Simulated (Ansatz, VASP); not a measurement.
## Os in VASP and in Ansatz

The input INCAR:

```
SYSTEM = Os
  ALGO = Normal
  EDIFF = 1E-6
  ENCUT = 520
  GGA = PS
  ISIF = 2
  ISMEAR = 0
  LASPH = .TRUE.
  LCHARG = .FALSE.
  LREAL = .FALSE.
  LWAVE = .FALSE.
  NBANDS = 10
  NELM = 100
  PREC = Accurate
  SIGMA = 0.1
```

File KPOINTS:

```
k-points
0
G
  18 18 18
  0 0 0
```

POSCAR

```
Os
1.0
    0.1556000000      2.0225277000      2.0225277000
    2.0225277000      0.1556000000      2.0225277000
    2.0225277000      2.0225277000      0.1556000000
Os
1
Direct
    0.0000000000      0.0000000000      0.0000000000
```

Input for Ansatz:

```yaml
crystal:
  lattice:
    - [0.1556, 2.0225277, 2.0225277]
    - [2.0225277, 0.1556, 2.0225277]
    - [2.0225277, 2.0225277, 0.1556]
  atoms:
    - { symbol: Os, position: [0.0, 0.0, 0.0] }
basis:
  ecutwfc: 420
kpoints:
  mp_grid: { grid: [18, 18, 18] }
hamiltonian:
  xc: pbesol
scf:
  occupations: { method: gaussian, width: 0.1 }
output:
  forces: true
  stress: true
  eigenvalues: true
```

Alike in both runs: task single point; functional PBEsol; k mesh 18 × 18 × 18; occupations gaussian, width 0.1 eV; no spin polarisation.

|  | VASP | Ansatz |
| --- | --- | --- |
| version | VASP 6.6.1 | Ansatz 0.2.0 |
| potentials or method | VASP PAW PBE potentials, release 64 (Os) | scalar-relativistic, plane waves, PAW |
| plane-wave cutoff (eV) | 520 | 420 |
| valence electrons in the cell | 8 | 16 |

Ansatz gave:

| Property | Result |
| --- | --- |
| gap on the k mesh at the Fermi level (eV) | none |
| pressure (GPa) | -11.2 |
| largest component of the traceless stress (GPa) | 21.60 |

**Question.** What did VASP give for the same quantities?

**Answer.** gap on the k mesh at the Fermi level (eV): none; pressure (GPa): -11.0; largest component of the traceless stress (GPa): 21.50.

A gap of «none» marks a metal or a gap that the smearing closes. The two sets of potentials don't hold the same shells in valence.

Caveats: the PAW data sets were made with another functional, which shifts forces and pressure a little (VASP). Spin-orbit coupling is left out, which matters for the levels of Os.
